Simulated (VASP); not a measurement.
GaSb, 2 atoms in the cell. It takes space group F-43m (No. 216, cubic). The conventional cell has a = 6.118 Å, b = 6.118 Å, c = 6.118 Å, α = 90.00°, β = 90.00°, γ = 90.00°. Around Ga (site symmetry -43m) lie 4 Sb at 2.65 Å. Sb (site symmetry -43m) has 4 Ga at 2.65 Å as nearest neighbours. 

| Quantity | Value |
| --- | --- |
| Program | VASP 6.6.1 |
| Task | relaxation of cell and atoms |
| Functional | PBEsol |
| Potentials or basis | VASP PAW PBE potentials, release 64 (Ga_d, Sb) |
| Cutoff | 600 eV |
| k mesh | 10 × 10 × 10 |
| Occupations | gaussian, width 0.03 eV |
| Spin | no spin polarisation |
| Further INCAR settings | ALGO = Normal; EDIFF = 1e-06; IBRION = 2; EDIFFG = -0.01; NSW = 90; ISIF = 3 |

Potentials or basis: VASP PAW PBE potentials, release 64 (Ga_d, Sb).

Launch:

```sh
$ cat potpaw_PBE.64/Ga_d/POTCAR potpaw_PBE.64/Sb/POTCAR > POTCAR
$ mpirun -np 1 vasp_std > vasp.out
```

Hardware: 1 thread of Intel(R) Xeon(R) 6975P-C (Granite Rapids), on a shared host.

Task: Estimate the wall time of this run.

Result: Run time: 24 s on 1 thread of Intel(R) Xeon(R) 6975P-C (Granite Rapids) (shared host), peak memory 0.23 GiB. Counts: scf iterations 18, k points 47, ion steps 2.
